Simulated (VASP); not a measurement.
# ZnO in VASP: one cell, several levels of theory

ZnO built on the NiAs prototype, under +2.3 % equal strain in all directions is computed at one geometry. Runs: PBE, r2SCAN. The results are then set beside those of Ansatz 0.2.0 for the same cell. This is a trial cell built on a prototype, not taken from a measured structure, and it needn't be the compound's ground state.

Code: VASP 6.6.1. PAW datasets, plane waves. Note: simulated data, non-magnetic, for a generated structure that need not be the stable one.

## (1) The cell

The cell comes from an earlier relaxation with r2SCAN in another program, then strained, with the atoms relaxed again.

Space group P6_3/mmc (No. 194), hexagonal; conventional cell a = 3.045 Å, c = 5.242 Å, 10.52 Å³ an atom. Around Zn lie 6 O at 2.19 Å; around O lie 6 Zn at 2.19 Å.

As a file:

```cif
data_structure
_symmetry_space_group_name_H-M 'P6_3/mmc'
_symmetry_Int_Tables_number 194
_cell_length_a 3.0447
_cell_length_b 3.0447
_cell_length_c 5.2425
_cell_angle_alpha 90.000
_cell_angle_beta 90.000
_cell_angle_gamma 120.000
_cell_volume 42.09
loop_
_atom_site_label
_atom_site_type_symbol
_atom_site_symmetry_multiplicity
_atom_site_Wyckoff_symbol
_atom_site_fract_x
_atom_site_fract_y
_atom_site_fract_z
_atom_site_occupancy
Zn1 Zn 2 a 0.00000 0.00000 0.00000 1
O1 O 2 c 0.33333 0.66667 0.25000 1
```

## (2) PBE

INCAR reads:

```
ENCUT = 520.000000
SIGMA = 0.020000
EDIFF = 1.00e-07
GGA = PE
PREC = Accurate
IBRION = -1
ISIF = 2
ISMEAR = -1
NBANDS = 26
NELM = 120
NSW = 0
LASPH = .TRUE.
LCHARG = .FALSE.
LWAVE = .FALSE.
LREAL = .FALSE.
```

KPOINTS reads:

```
KPOINTS created by Atomic Simulation Environment
0
Gamma
12 12 6
0 0 0
```

KPOINTS_OPT reads:

```
special points
6
Reciprocal
0.0000000000 0.0000000000 0.0000000000 1
0.5000000000 0.0000000000 0.0000000000 1
0.3333333333 0.3333333333 0.0000000000 1
0.0000000000 0.0000000000 0.5000000000 1
0.5000000000 0.0000000000 0.5000000000 1
0.3333333333 0.3333333333 0.5000000000 1
```

POSCAR reads:

```
Zn O
 1.0000000000000000
     3.0447329548520456   -0.0000000000288675    0.0000000000000000
    -1.5223664774010228    2.6368160866559638    0.0000000000000000
     0.0000000000000000    0.0000000000000000    5.2424986338000004
 Zn  O
   2   2
Cartesian
  0.0000000000000000  0.0000000000000000  0.0000000000000000
  0.0000000000000000  0.0000000000000000  2.6212493169000006
  0.0000000000166668  1.7578773910943535  1.3106246584500003
  1.5223664774343566  0.8789386955327431  3.9318739753500007
```

Potentials: the recommended PBE PAW datasets, 36 valence electrons in the neutral cell.

Command:

```
$ mpirun -np 1 vasp_std
```

## (3) r2SCAN

INCAR reads:

```
ENCUT = 520.000000
SIGMA = 0.010000
EDIFF = 1.00e-07
ALGO = Normal
METAGGA = R2SCAN
PREC = Accurate
IBRION = -1
ISIF = 2
ISMEAR = 0
NBANDS = 26
NELM = 120
NSW = 0
LASPH = .TRUE.
LCHARG = .FALSE.
LWAVE = .FALSE.
LREAL = .FALSE.
```

KPOINTS is that of step 2.

KPOINTS_OPT is that of step 2.

POSCAR is that of step 2.

**Question.** What will these runs give? Wanted: for each run, gap; pressure; Ansatz: gap; Ansatz: pressure.

The runs gave:

| level | gap (eV) | pressure (GPa) | Ansatz: gap (eV) | Ansatz: pressure (GPa) |
| --- | --- | --- | --- | --- |
| PBE | 0.41 | -2.71 | 0.43 | -3.50 |
| r2SCAN | 1.00 | -9.94 | 1.01 | -10.97 |

What this shows: The gap runs from 0.41 eV (PBE) to 1.00 eV (r2SCAN). At this one volume the pressure spans -9.9 GPa (r2SCAN) to -2.7 GPa (PBE): PBE wants the largest cell and r2SCAN the smallest. The two programs agree on the gap within 0.03 eV, far less than the spread between functionals. Each program uses its own PAW datasets and cutoff.
